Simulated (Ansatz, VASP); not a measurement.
Two plane-wave programs on CuAu (Tetraauricupride)

```xyz
2
Lattice="2.8713 0.0000 0.0000 0.0000 2.8713 0.0000 0.0000 0.0000 3.6404" Properties=species:S:1:pos:R:3 pbc="T T T"
Cu    1.4356    1.4356    1.8202
Au    0.0000    0.0000    0.0000
```

Alike in both runs: task relaxation of cell and atoms; functional PBEsol; k mesh 16 × 16 × 12; occupations gaussian, width 0.1 eV; no spin polarisation.

|  | VASP | Ansatz |
| --- | --- | --- |
| version | VASP 6.6.1 | Ansatz 0.2.0 |
| potentials or method | VASP PAW PBE potentials, release 64 (Cu, Au) | scalar-relativistic, plane waves, PAW |
| plane-wave cutoff (eV) | 600 | 420 |
| valence electrons in the cell | 22 | 38 |

```tsv
	VASP	Ansatz	Ansatz less VASP
gap on the k mesh at the Fermi level, each at its own relaxed structure (eV)	none	none	-
relaxed volume (Å³/atom)	14.23	14.21	-0.018
relaxed cell length with the largest relative difference (Å)	3.580	3.577	-0.0027
energy change over the relaxation (meV/atom)	-20	-21	-0.8
```

A gap of «none» marks a metal or a gap that the smearing closes. The two sets of potentials don't hold the same shells in valence.

Caveats: the PAW data sets were made with another functional, which shifts forces and pressure a little (VASP). The runs have no spin-orbit coupling, so splittings on Au are missing.
